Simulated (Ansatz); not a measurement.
A single-point calculation of zincblende MgTe with Ansatz 0.2.0, at the level HSE06. The cell was relaxed with r2SCAN and then strained (epitaxial -0.71 % in the xy plane, free normal strain +0.91 %), with the atoms relaxed again with r2SCAN; k points keep the names of the unstrained zone.

Input (YAML):
```yaml
crystal:
  lattice:
    - [0.0, 3.2101564516, 3.2626338887]
    - [3.2101564516, 0.0, 3.2626338887]
    - [3.2101564516, 3.2101564516, 0.0]
  atoms:
    - { symbol: Mg, position: [0.0, 0.0, 0.0] }
    - { symbol: Te, position: [0.25, 0.25, 0.25] }
kpoints:
  mp_grid: { grid: [6, 6, 6] }
  band_path:
    path:
      - [0.0, 0.0, 0.0]
      - [-0.5, -0.5, 0.0]
      - [-0.375, -0.375, 0.25]
      - [-0.375, 0.0, 0.375]
      - [0.0, 0.0, 0.5]
      - [-0.5, -0.25, 0.25]
    npoints: 1
hamiltonian:
  xc: hse06
scf:
  occupations: { method: fixed }
  n_extra_bands: 4
output:
  forces: true
  stress: true
  eigenvalues: true
```

Output, abridged:
```
scf.n_extra_bands = 4 over 13 filled bands (N_el = 26.0): the run solves 17 bands
Functional definition: HSE06
Crystal: 2 atoms, lattice volume = 67.244 Å³
Basis set: ecut = 420 eV, 1331 PW (Γ)
Symmetry: 8 space group operations
Space group: I-4m2 (ITA 119)
k-points: 30 of 216 (time reversal used)
[warm-up without exact exchange]
SCF 1 stopped early in 2 iterations: F = -8905.516894 eV  dr2 = 4.78e-5
[exact exchange on]
Exchange kernel: α = 0.2500, screened, ω = 0.2079 Å⁻¹, Wigner–Seitz truncation, v(0) = 1046.8984 eV·Å³, q-mesh 6×6×6
SCF 2 stopped early in 5 iterations: F = -8910.481844 eV  dr2 = 6.36e-7
hybrid outer 1: dexx = +3.182e-3 eV, tail = 6.59e-5 eV
SCF 3 converged in 4 iterations: F = -8910.481846 eV  dr2 = 6.05e-10
hybrid outer 2: dexx = +1.530e-7 eV, tail = 1.53e-8 eV, Δε = 2.20e-3 eV
hybrid SCF converged: 2 outer / 9 inner (+2 warm-up)
Free energy (F): -8910.481847 eV
Fermi energy:    3.819607 eV
--- Per-component energies (eV) ---
  E_band       = -735.057839
  E_kinetic    = 256.315398
  E_local      = -3304.799931
  E_nonlocal   = -216.179271
  E_hartree    = 1575.094134
  E_xc         = -123.995693
  E_vxc        = -114.211935
  E_exx        = -96.639873
  E_paw        = -4893.243198
  E_vpaw       = -313.091338
  E_ewald      = -2106.817639
  E_core_change = -0.215590
--- Stress (GPa, compression-positive) ---
        0.234119       0.000000       0.000000
        0.000000       0.234119       0.000000
        0.000000       0.000000      -0.043827
  P = ⅓ Tr σ = 0.1415 GPa (1.415 kbar)
--- Band table (eV; the first three rows and the last of 30) ---
  k-point 0: bands = […, -33.4818, -33.4789, -7.3512, 3.7712, 3.8196, 3.8196, 7.0934, 10.1843, 10.1917, 10.1917]
  k-point 1: bands = […, -33.4818, -33.4789, -7.2021, 2.5710, 3.6514, 3.7001, 7.9802, 10.2202, 10.4552, 10.4773]
  k-point 2: bands = […, -33.4817, -33.4788, -6.8642, 0.9650, 3.4107, 3.4880, 8.0283, 10.3618, 10.4719, 11.6595]
  k-point 29: bands = […, -33.4818, -33.4785, -6.4530, 0.4433, 2.5701, 2.5701, 7.3933, 8.2165, 14.6306, 14.6306]
```

The rows of the band table are 0: (0, 0, 0) = Γ, 1: (0, 0, 1/6), 2: (0, 0, 1/3), 29: (-1/2, -1/2, 0) = X.

The file bands.tsv (bands near the Fermi energy, numbered from 0, rounded):
```tsv
# k_distance	band_8	band_9	band_10	band_11	band_12	band_13	band_14	band_15	band_16
# fermi_ev = 3.819607
# [0, 0, 0] at k_distance = 0.000000
# [-0.5, -0.5, 0] at k_distance = 0.962901
# [-0.375, -0.375, 0.25] at k_distance = 1.308903
# [-0.375, 0, 0.375] at k_distance = 1.906600
# [0, 0, 0.5] at k_distance = 2.504298
# [-0.5, -0.25, 0.25] at k_distance = 3.190759
# levels_relative_to = fermi_ev
0.000	-37.299	-11.171	-0.048	0.000	0.000	3.274	6.365	6.372	6.372
0.963	-37.298	-10.273	-3.376	-1.249	-1.249	3.574	4.397	10.811	10.811
1.309	-37.298	-10.280	-3.085	-2.106	-0.999	4.256	6.179	8.873	9.000
1.907	-37.298	-10.265	-3.035	-2.116	-1.079	4.182	6.045	8.880	9.009
2.504	-37.298	-10.488	-3.519	-0.517	-0.427	4.050	6.343	6.463	8.251
3.191	-37.298	-10.251	-2.933	-2.047	-1.568	5.373	6.661	7.216	7.320
```
In order the rows are Γ, X, U, K, L, W.

The HSE06 gap is direct at Γ: 3.27 eV. The mean stress, +0.1 GPa, is small, and the program warns that its thresholds are loose for a hybrid's stress.

No spin polarisation. The prototype was imposed, so other structures may be more stable.

Spin-orbit coupling is left out, which matters wherever the heavy atoms make up the band edges.
